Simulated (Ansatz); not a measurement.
# AgCl: the cost of one run

Method: DFT PBEsol, scalar-relativistic, plane waves, PAW, in Ansatz 0.2.0.

1 further run of the same task is left out (it didn't finish).

### Step 1. The structure to begin with

The structure is cubic, space group Fm-3m (No. 225). Conventional cell: a = 5.612 Å, b = 5.612 Å, c = 5.612 Å, α = 90.00°, β = 90.00°, γ = 90.00°. Ag (site symmetry m-3m) is surrounded by 6 Cl at 2.81 Å. Around Cl (site symmetry m-3m) lie 6 Ag at 2.81 Å.

Coordinates:

```xyz
2
Lattice="0.0000 2.8060 2.8060 2.8060 0.0000 2.8060 2.8060 2.8060 0.0000" Properties=species:S:1:pos:R:3 pbc="T T T"
Ag    0.0000    0.0000    0.0000
Cl    2.8060    2.8060    2.8060
```

The cell was relaxed beforehand at this level, from a generated guess; it is a trial structure. At a tolerance of 0.02 Å it has space group Fm-3m (No. 225); it has 22.09 Å³/atom, an uncorrected energy of -0.45 eV/atom over the elements and, on its mesh, gap 0.92 eV.

### Step 2. The same geometry with PBEsol

Input file input.yaml:

```yaml
crystal:
  lattice:
    - [0.0, 2.8059586988, 2.8059586988]
    - [2.8059586988, 0.0, 2.8059586988]
    - [2.8059586988, 2.8059586988, 0.0]
  atoms:
    - { symbol: Ag, position: [0.0, 0.0, 0.0] }
    - { symbol: Cl, position: [0.5, 0.5, 0.5] }
basis:
  ecutwfc: 420
kpoints:
  mp_grid: { grid: [8, 8, 8] }
  band_path:
    path:
      - [[0.0, 0.0, 0.0], [0.5, 0.0, 0.5], [0.625, 0.25, 0.625]]
      - [[0.375, 0.375, 0.75], [0.0, 0.0, 0.0], [0.5, 0.5, 0.5], [0.5, 0.25, 0.75], [0.5, 0.0, 0.5]]
    npoints: 14
hamiltonian:
  xc: pbesol
scf:
  occupations: { method: gaussian, width: 0.02 }
  n_extra_bands: 6
output:
  forces: true
  stress: true
  eigenvalues: true
  populations: true
  dos: { projected: true, de: 0.02, nscf_kmesh: { grid: [12, 12, 12] } }
  bader: true
  write_density: true
  write_potential: true
  elf: true
  volumetric_format: npy
```

Launch:

```bash
ansatz run input.yaml --threads 1 --pin off --max-ram 2560MiB --backend cpu --events-out ev --progress --plain --runs-dir out
```

What time and memory should one allow on 1 thread of Arm Neoverse V1, shared host?

About 11 s, with a peak of 0.3 GiB.
